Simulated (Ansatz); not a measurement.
The system is Sb.

```
Sb
1.0
     2.15420    1.24373    3.75800
    -2.15420    1.24373    3.75800
     0.00000   -2.48746    3.75800
Sb
2
Direct
  0.76651 0.76651 0.76651
  0.23349 0.23349 0.23349
```

| Quantity | Value |
| --- | --- |
| Program | Ansatz 0.2.0 |
| Task | relaxation of cell and atoms |
| Functional | RPBE |
| Dispersion | D3(BJ) |
| Potentials or basis | Ansatz PAW |
| Cutoff | 420 eV (not typed: the program's choice for these potentials) |
| k mesh | 8 × 8 × 8 |
| Occupations | fermi-dirac, width 0.05 eV |
| Spin | no spin polarisation |

At the start: volume 30.21 Å³/atom.

Problem. How do energy, volume and symmetry change on relaxing?

Solution. It ends after 8 steps and the volume is 23.12 Å³/atom (-23.5 %); space group R-3m (No. 166, to 0.05 Å).

Step by step:
```csv
step,energy change (eV),largest force (eV/Å),volume (Å³)
1,0.0000,0.2690,60.41
2,-0.5576,0.7356,52.22
3,-0.8230,0.0038,45.64
4,-0.8269,0.0803,46.59
5,-0.8287,0.0270,46.30
6,-0.8289,0.0118,46.25
7,-0.8290,0.0018,46.23
8,-0.8258,0.0018,46.23
```

Final structure:
```cif
data_structure
_symmetry_space_group_name_H-M 'P 1'
_symmetry_Int_Tables_number 1
_cell_length_a 4.1541
_cell_length_b 4.1541
_cell_length_c 4.1541
_cell_angle_alpha 56.200
_cell_angle_beta 56.200
_cell_angle_gamma 56.200
_cell_volume 46.23
loop_
_atom_site_label
_atom_site_type_symbol
_atom_site_fract_x
_atom_site_fract_y
_atom_site_fract_z
_atom_site_occupancy
Sb1 Sb 0.75001 0.75001 0.75001 1
Sb2 Sb 0.24999 0.24999 0.24999 1
```

Caveat: the volume moved by over 15 % at a fixed basis, so the end points are rough; the plane-wave basis is chosen anew once the cell has moved, so the energies of steps on either side of that aren't comparable; the volume moved by -23 % from the deposited cell, more than functionals usually miss; pairwise dispersion overbinds metals, which lowers pressure and volume; the PAW data sets come from PBE, with cores solved anew for the run's functional, which leaves a small shift of forces and pressure.
